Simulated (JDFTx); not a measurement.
# Pd (Fm-3m) in JDFTx: equation of state

Aim: energy against volume of Pd in PBEsol, for its equilibrium volume and stiffness.

Everything below comes from runs of JDFTx 1.7.0 (patched build). Logs are shortened: lines on timing, memory, paths and dates and some standing lists are left out, and cuts for length are marked. The log counts tension as positive stress, the text compression.

## Step 1: Starting point

It takes space group Fm-3m (No. 225, cubic). The conventional cell has a = 3.893 Å, b = 3.893 Å, c = 3.893 Å, α = 90.00°, β = 90.00°, γ = 90.00°. Pd (site symmetry m-3m) has 12 Pd at 2.75 Å as nearest neighbours.

## Step 2: Equation of state, PBEsol, 13.87 Å³/atom (volume scaled by 0.94)

Pd.in reads:

```
lattice \
    0.0000000000     3.6032624257     3.6032624257 \
    3.6032624257     0.0000000000     3.6032624257 \
    3.6032624257     3.6032624257     0.0000000000
coords-type Lattice
ion Pd     0.0000000000     0.0000000000     0.0000000000 1

ion-species pseudo/Pd.upf
elec-cutoff 41
elec-ex-corr gga-PBEsol
kpoint-folding 12 12 12
elec-smearing Fermi 0.0018374661
elec-n-bands 15
electronic-SCF nIterations 100 energyDiffThreshold 1e-09
electronic-minimize nIterations 30 energyDiffThreshold 1e-7
forces-output-coords Cartesian

dump-name run.$VAR
dump End Ecomponents EigStats BandEigs Kpoints Forces Stress
```

Potentials or basis: PseudoDojo-SR-PBEsol-0.4.1-standard with smoothed tails.

Command:

```console
> jdftx -c 1 -i Pd.in -o Pd.out
```

Output:

```text
*************** JDFTx 1.7.0 (patched build) ***************

Input parsed successfully to the following command list (including defaults):
[... the input with its defaults ...]

---------- Setting up symmetries ----------

Found 48 point-group symmetries of the bravais lattice
Found 48 space-group symmetries with basis
Applied RMS atom displacement 0 bohrs to make symmetries exact.

---------- Initializing the Grid ----------
R =
[            0      3.60326      3.60326  ]
[      3.60326            0      3.60326  ]
[      3.60326      3.60326            0  ]
unit cell volume = 93.5659
G =
[  -0.871875   0.871875   0.871875  ]
[   0.871875  -0.871875   0.871875  ]
[   0.871875   0.871875  -0.871875  ]
Minimum fftbox size, Smin = [  32  32  32  ]
Chosen fftbox size, S = [  32  32  32  ]

---------- Exchange Correlation functional ----------
Initalized PBEsol GGA exchange.
Initalized PBEsol GGA correlation.

---------- Setting up pseudopotentials ----------
Width of ionic core gaussian charges (only for fluid interactions / plotting) set to 0

Reading pseudopotential file 'pseudo/Pd.upf':
  'Pd' pseudopotential, 'PBESOL' functional
  Generated using ONCVPSP code by D. R. Hamann
  18 valence electrons, 3 orbitals, 6 projectors, 1001 radial grid points, with lMax = 2
    4S    l: 0   occupation:  2.0   eigenvalue: -3.132811
    4P    l: 1   occupation:  6.0   eigenvalue: -1.879401
    4D    l: 2   occupation: 10.0   eigenvalue: -0.148856
  Core radius for overlap checks: 1.48 bohrs.

Initialized 1 species with 1 total atoms.

Folded 1 k-points by 12x12x12 to 1728 k-points.

---------- Setting up k-points, bands, fillings ----------
Reduced to 72 k-points under symmetry.
Computing the number of bands and number of electrons
Calculating initial fillings.
nElectrons:  18.000000   nBands: 15   nStates: 72

----- Setting up reduced wavefunction bases (one per k-point) -----
average nbasis = 1173.183 , ideal nbasis = 1173.242

---------- Setting up ewald sum ----------
Optimum gaussian width for ewald sums = 1.836953 bohr.
Real space sum over 2197 unit cells with max indices [  6  6  6  ]
Reciprocal space sum over 2197 terms with max indices [  6  6  6  ]

---------- Allocating electronic variables ----------
Initializing wave functions:  linear combination of atomic orbitals
Note: number of bands (15) exceeds available atomic orbitals (9)
Pd pseudo-atom occupations:   s ( 2 )  p ( 6 )  d ( 10 )
	FillingsUpdate:  mu: +0.685863699  nElectrons: 18.000000
LCAOMinimize: Iter:   0  F: -128.2873287727563820  |grad|_K:  3.755e-03  alpha:  1.000e+00
	FillingsUpdate:  mu: +0.775033471  nElectrons: 18.000000
LCAOMinimize: Iter:   1  F: -128.3381690842296337  |grad|_K:  6.742e-05  alpha:  4.326e-01  linmin: -2.203e-01  cgtest:  9.321e-01
LCAOMinimize: Encountered beta<0, resetting CG.
[... 5 lines of inner loops ...]
LCAOMinimize: Iter:   4  F: -128.3381886192437378  |grad|_K:  1.911e-07  alpha:  6.219e-01  linmin: -4.603e-04  cgtest:  1.338e-02
	FillingsUpdate:  mu: +0.776601358  nElectrons: 18.000000
LCAOMinimize: Iter:   5  F: -128.3381886194445372  |grad|_K:  3.253e-09  alpha:  6.801e-01  linmin:  2.657e-02  cgtest: -1.983e-01
LCAOMinimize: Converged (|Delta F|<1.000000e-06 for 2 iters).

-------- Electronic minimization -----------
Will mix electronic density at each iteration.
	FillingsUpdate:  mu: +0.776601358  nElectrons: 18.000000
	FillingsUpdate:  mu: +0.774881709  nElectrons: 18.000000
SCF: Cycle:  0   F: -128.357501368514022   dF: -1.931e-02   |Residual|: 5.267e-02   |deigs|: 6.169e-02
	FillingsUpdate:  mu: +0.785898292  nElectrons: 18.000000
SCF: Cycle:  1   F: -128.359265359041984   dF: -1.764e-03   |Residual|: 1.371e-02   |deigs|: 1.247e-02
	FillingsUpdate:  mu: +0.784517052  nElectrons: 18.000000
SCF: Cycle:  2   F: -128.359288403326929   dF: -2.304e-05   |Residual|: 5.893e-03   |deigs|: 1.184e-03
	FillingsUpdate:  mu: +0.783978423  nElectrons: 18.000000
SCF: Cycle:  3   F: -128.359290986025655   dF: -2.583e-06   |Residual|: 8.258e-04   |deigs|: 4.343e-04
	FillingsUpdate:  mu: +0.784032671  nElectrons: 18.000000
SCF: Cycle:  4   F: -128.359291085376498   dF: -9.935e-08   |Residual|: 2.160e-04   |deigs|: 1.434e-04
	FillingsUpdate:  mu: +0.783991099  nElectrons: 18.000000
SCF: Cycle:  5   F: -128.359291128523495   dF: -4.315e-08   |Residual|: 4.688e-05   |deigs|: 1.277e-04
	FillingsUpdate:  mu: +0.783983947  nElectrons: 18.000000
SCF: Cycle:  6   F: -128.359291131454142   dF: -2.931e-09   |Residual|: 1.656e-05   |deigs|: 7.981e-05
	FillingsUpdate:  mu: +0.783986827  nElectrons: 18.000000
SCF: Cycle:  7   F: -128.359291132277434   dF: -8.233e-10   |Residual|: 4.328e-06   |deigs|: 7.158e-05
	FillingsUpdate:  mu: +0.783986439  nElectrons: 18.000000
SCF: Cycle:  8   F: -128.359291132509099   dF: -2.317e-10   |Residual|: 4.297e-06   |deigs|: 2.397e-04
SCF: Converged (|Delta E|<1.000000e-09 for 2 iters).

Setting wave functions to eigenvectors of Hamiltonian

# Stress tensor in Cartesian coordinates [Eh/a0^3]:
[ -0.000372822            0            0  ]
[            0 -0.000372822            0  ]
[            0            0 -0.000372822  ]

# Ionic positions in lattice coordinates:
ion Pd   0.000000000000000   0.000000000000000   0.000000000000000 1

# Forces in Cartesian coordinates:
force Pd   0.000000000000000  -0.000000000000000   0.000000000000000 1

# Energy components:
   Eewald =     -103.0659952365457031
       EH =       24.6216505703453983
     Eloc =      -82.5293919564560241
      Enl =        1.1246352469782157
      Exc =      -20.5103801412876656
 Exc_core =        6.5023575740774344
       KE =       45.4984902856007025
-------------------------------------
     Etot =     -128.3586336572876689
       TS =        0.0006574752214171
-------------------------------------
        F =     -128.3592911325090995

IonicMinimize: Iter:   0  F: -128.359291132509099  |grad|_K:  0.000e+00
IonicMinimize: Converged (|grad|_K<1.000000e-04).

#--- Lowdin population analysis ---
# oxidation-state Pd +0.661

Dumping 'run.eigStats' ...
	eMin: -2.312787 at state 0 ( [ +0.000000 +0.000000 +0.000000 ] spin 0 )
	HOMO: +0.783897 at state 29 ( [ +0.000000 +0.250000 +0.416667 ] spin 0 )
	mu  : +0.783986
	LUMO: +0.784058 at state 6 ( [ +0.000000 +0.000000 +0.500000 ] spin 0 )
	eMax: +1.891689 at state 7 ( [ +0.000000 +0.083333 +0.083333 ] spin 0 )
	HOMO-LUMO gap: +0.000161
	Optical gap  : +0.004439 at state 39 ( [ +0.000000 +0.416667 +0.416667 ] spin 0 )
Done!
```

Run time: 31 s. Hardware: 1 thread of Arm Neoverse V1, shared host; peak memory 0.08 GiB.

What came out:

* Free energy: -3492.8342 eV
* Pressure: 11.0 GPa
* Band gap on the k mesh: none (metal or under the smearing width)

Caveat: this set's palladium file may shift the pressure by some GPa.

## Step 3: Equation of state, PBEsol, 14.16 Å³/atom (volume scaled by 0.96)

Pd.in reads:

```
lattice \
    0.0000000000     3.6286383494     3.6286383494 \
    3.6286383494     0.0000000000     3.6286383494 \
    3.6286383494     3.6286383494     0.0000000000
coords-type Lattice
ion Pd     0.0000000000     0.0000000000     0.0000000000 1

ion-species pseudo/Pd.upf
elec-cutoff 41
elec-ex-corr gga-PBEsol
kpoint-folding 12 12 12
elec-smearing Fermi 0.0018374661
elec-n-bands 15
electronic-SCF nIterations 100 energyDiffThreshold 1e-09
electronic-minimize nIterations 30 energyDiffThreshold 1e-7
forces-output-coords Cartesian

dump-name run.$VAR
dump End Ecomponents EigStats BandEigs Kpoints Forces Stress ElecDensity Dtot KEdensity
```

Potentials or basis: PseudoDojo-SR-PBEsol-0.4.1-standard with smoothed tails.

Command:

```console
> jdftx -c 1 -i Pd.in -o Pd.out
```

Wall time 32 s (1 thread of Arm Neoverse V1, shared host); peak memory 0.08 GiB.

Results (log left out):

```
Free energy            : -3492.8495 eV
Pressure               : 5.7 GPa
Band gap on the k mesh : none (metal or under the smearing width)
```

Caveat: this set's palladium file may shift the pressure by some GPa.

## Step 4: Equation of state, PBEsol, 14.46 Å³/atom (volume scaled by 0.98)

Pd.in: that of step 3 with these lines changed.

```diff
@@ -1,5 +1,5 @@
 lattice \
-    0.0000000000     3.6286383494     3.6286383494 \
-    3.6286383494     0.0000000000     3.6286383494 \
-    3.6286383494     3.6286383494     0.0000000000
+    0.0000000000     3.6536642323     3.6536642323 \
+    3.6536642323     0.0000000000     3.6536642323 \
+    3.6536642323     3.6536642323     0.0000000000
 coords-type Lattice
```

Command:

```console
> jdftx -c 1 -i Pd.in -o Pd.out
```

It took 34 s on 1 thread of Arm Neoverse V1, shared host; peak memory 0.08 GiB.

It converged, with:

- Free energy: -3492.8557 eV
- Pressure: 1.0 GPa
- Band gap on the k mesh: none (metal or under the smearing width)

Caveat: this set's palladium file may shift the pressure by some GPa.

## Step 5: Equation of state, PBEsol, 14.75 Å³/atom

Pd.in: that of step 4 with these lines changed.

```diff
@@ -1,5 +1,5 @@
 lattice \
-    0.0000000000     3.6536642323     3.6536642323 \
-    3.6536642323     0.0000000000     3.6536642323 \
-    3.6536642323     3.6536642323     0.0000000000
+    0.0000000000     3.6783519016     3.6783519016 \
+    3.6783519016     0.0000000000     3.6783519016 \
+    3.6783519016     3.6783519016     0.0000000000
 coords-type Lattice
```

Command:

```console
> jdftx -c 1 -i Pd.in -o Pd.out
```

It took 34 s on 1 thread of Arm Neoverse V1, shared host; peak memory 0.08 GiB.

The run converged. Its results:

```
Free energy            : -3492.8538 eV
Pressure               : -3.0 GPa
Band gap on the k mesh : none (metal or under the smearing width)
```

Caveat: this set's palladium file may shift the pressure by some GPa.

## Step 6: Equation of state, PBEsol, 15.05 Å³/atom (volume scaled by 1.02)

Pd.in: that of step 5 with these lines changed.

```diff
@@ -1,5 +1,5 @@
 lattice \
-    0.0000000000     3.6783519016     3.6783519016 \
-    3.6783519016     0.0000000000     3.6783519016 \
-    3.6783519016     3.6783519016     0.0000000000
+    0.0000000000     3.7027125580     3.7027125580 \
+    3.7027125580     0.0000000000     3.7027125580 \
+    3.7027125580     3.7027125580     0.0000000000
 coords-type Lattice
```

Potentials or basis: PseudoDojo-SR-PBEsol-0.4.1-standard with smoothed tails.

Command:

```console
> jdftx -c 1 -i Pd.in -o Pd.out
```

It took 35 s on 1 thread of Arm Neoverse V1, shared host; peak memory 0.08 GiB.

The run converged. Its results:

| Quantity | Value |
| --- | --- |
| Free energy | -3492.8450 eV |
| Pressure | -6.6 GPa |
| Band gap on the k mesh | none (metal or under the smearing width) |

Caveat: this set's palladium file may shift the pressure by some GPa.

## Step 7: Equation of state, PBEsol, 15.34 Å³/atom (volume scaled by 1.04)

Pd.in: that of step 6 with these lines changed.

```diff
@@ -1,5 +1,5 @@
 lattice \
-    0.0000000000     3.7027125580     3.7027125580 \
-    3.7027125580     0.0000000000     3.7027125580 \
-    3.7027125580     3.7027125580     0.0000000000
+    0.0000000000     3.7267568196     3.7267568196 \
+    3.7267568196     0.0000000000     3.7267568196 \
+    3.7267568196     3.7267568196     0.0000000000
 coords-type Lattice
```

Command:

```console
> jdftx -c 1 -i Pd.in -o Pd.out
```

It took 35 s on 1 thread of Arm Neoverse V1, shared host; peak memory 0.08 GiB.

Results (log left out):

```
Free energy            : -3492.8300 eV
Pressure               : -9.7 GPa
Band gap on the k mesh : none (metal or under the smearing width)
```

Caveat: this set's palladium file may shift the pressure by some GPa.

## Step 8: Equation of state, PBEsol, 15.64 Å³/atom (volume scaled by 1.06)

Pd.in: that of step 7 with these lines changed.

```diff
@@ -1,5 +1,5 @@
 lattice \
-    0.0000000000     3.7267568196     3.7267568196 \
-    3.7267568196     0.0000000000     3.7267568196 \
-    3.7267568196     3.7267568196     0.0000000000
+    0.0000000000     3.7504947642     3.7504947642 \
+    3.7504947642     0.0000000000     3.7504947642 \
+    3.7504947642     3.7504947642     0.0000000000
 coords-type Lattice
```

Command:

```console
> jdftx -c 1 -i Pd.in -o Pd.out
```

It took 38 s on 1 thread of Arm Neoverse V1, shared host; peak memory 0.08 GiB.

Results (log left out):

```yaml
Free_energy: -3492.8097 eV
Pressure: -12.4 GPa
Band_gap_on_the_k_mesh: none (metal or under the smearing width)
```

Caveat: this set's palladium file may shift the pressure by some GPa.

## Step 9: Equation of state, PBEsol

Potentials or basis: PseudoDojo-SR-PBEsol-0.4.1-standard with smoothed tails.

No new run: the results of the series are fitted here.

What came out:

```yaml
Equilibrium_volume: 14.53 Å³/atom
Bulk_modulus: 206 GPa
Pressure_derivative_of_the_bulk_modulus: 5.6
```

Energy against volume, from the lowest point:
```
volume (Å³/atom)  energy (meV/atom)
          13.865              21.42
          14.160               6.15
          14.455               0.00
          14.750               1.84
          15.045              10.68
          15.340              25.66
          15.635              45.93
```

Caveat: this set's palladium file may shift the pressure by some GPa.
